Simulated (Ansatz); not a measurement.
Set up this calculation in Ansatz 0.2.0, as the native input.

```
Task                : relaxation of cell and atoms
Functional          : PBEsol
Dispersion          : D4
Potentials or basis : Ansatz PAW
Cutoff              : 420 eV (not typed: the program's choice for these potentials)
k mesh              : 10 × 10 × 3
Occupations         : fermi-dirac, width 0.05 eV
Spin                : no spin polarisation
```

Crystal: Ti3Al.

```xyz
4
Lattice="2.9275 0.0000 0.0000 -1.4638 2.5353 0.0000 0.0000 0.0000 9.2264" Properties=species:S:1:pos:R:3 pbc="T T T"
Ti    0.0000    1.6902    2.3011
Ti    0.0000    1.6902    6.9253
Ti    1.4638    0.8451    0.0000
Al    1.4638    0.8451    4.6132
```

The cell comes from a database or a generator and needn't be the stable form of this composition.

These files were run (other wordings do the same):

input.yaml

```yaml
crystal:
  lattice:
    - [2.9275422229, 0.0, 0.0]
    - [-1.4637711114, 2.5353259357, 0.0]
    - [0.0, 0.0, 9.226362]
  atoms:
    - { symbol: Ti, position: [0.3333333333, 0.6666666667, 0.249406] }
    - { symbol: Ti, position: [0.3333333333, 0.6666666667, 0.750594] }
    - { symbol: Ti, position: [0.6666666667, 0.3333333333, 0.0] }
    - { symbol: Al, position: [0.6666666667, 0.3333333333, 0.5] }
hamiltonian:
  xc: pbesol
  pseudopotentials: { kind: paw }
  dispersion: d4
kpoints:
  mp_grid: { grid: [10, 10, 3] }
scf:
  occupations: { method: fermi_dirac, width: 0.05 }
output:
  forces: true
  stress: true
  eigenvalues: true
  write_density: true
  write_potential: true
  elf: true
  volumetric_format: npy
relax:
  f_tol: 0.01
  max_steps: 40
  cell: { stress_tol: 0.05 }
```

Potentials or basis: Ansatz PAW.

Launch:

```bash
$ ansatz run input.yaml --threads 2 --pin off --max-ram 5632MiB --backend cpu --events-out ev --progress --plain --runs-dir out
```

It gave:

```yaml
Relaxed_volume: 16.41 Å³/atom
Relaxed_cell: a = 2.884 Å, b = 2.884 Å, c = 9.116 Å, α = 90.00°, β = 90.00°, γ = 120.00°
Space_group_after_relaxing_to_0.05_Å: P-6m2 (No. 187)
Energy_gained_by_relaxing: 10.8 meV/atom
Ionic_steps: 4
Pressure_after_relaxing: 0.0 GPa
Band_gap_on_the_k_mesh: none (metal or under the smearing width)
```

Caveat: the plane-wave basis is chosen anew once the cell has moved, so the energies of steps on either side of that aren't comparable; pairwise dispersion overbinds metals, which lowers pressure and volume; the PAW data sets come from PBE, with cores solved anew for the run's functional, which leaves a small shift of forces and pressure.

Run time: 13 s on 2 threads of Arm Neoverse V2, with other jobs on the host, peak memory 0.33 GiB.
